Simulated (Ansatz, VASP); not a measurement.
## NiO: VASP beside Ansatz

```xyz
2
Lattice="2.4708 0.0000 0.0000 0.0000 2.4708 0.0000 0.0000 0.0000 2.4708" Properties=species:S:1:pos:R:3 pbc="T T T"
Ni    0.0000    0.0000    0.0000
O     1.2354    1.2354    1.2354
```

Measurements of this composition are mostly on another form, of space group No. 225.

Alike in both runs: task single point; functional PBE; k mesh 11 × 11 × 11; occupations fermi-dirac, width 0.05 eV; collinear spin.

```csv
,VASP,Ansatz
version,VASP 6.6.1,Ansatz 0.2.0
potentials or method,"VASP PAW PBE potentials, release 64 (Ni, O)",Ansatz PAW
plane-wave cutoff (eV),520,420
valence electrons in the cell,16,24
```

|  | VASP | Ansatz | Ansatz less VASP |
| --- | --- | --- | --- |
| gap on the k mesh at the Fermi level (eV) | none | none | - |
| net moment per atom (μB) | 0.00 | 0.00 | 0.000 |

A gap of «none» marks a metal or a gap that the smearing closes. The two sets of potentials don't hold the same shells in valence.

Caveats: semilocal functionals often make such compounds metallic where correlation or magnetic order opens a gap, which also shifts bond lengths; the starting moments weren't kept (Ansatz).
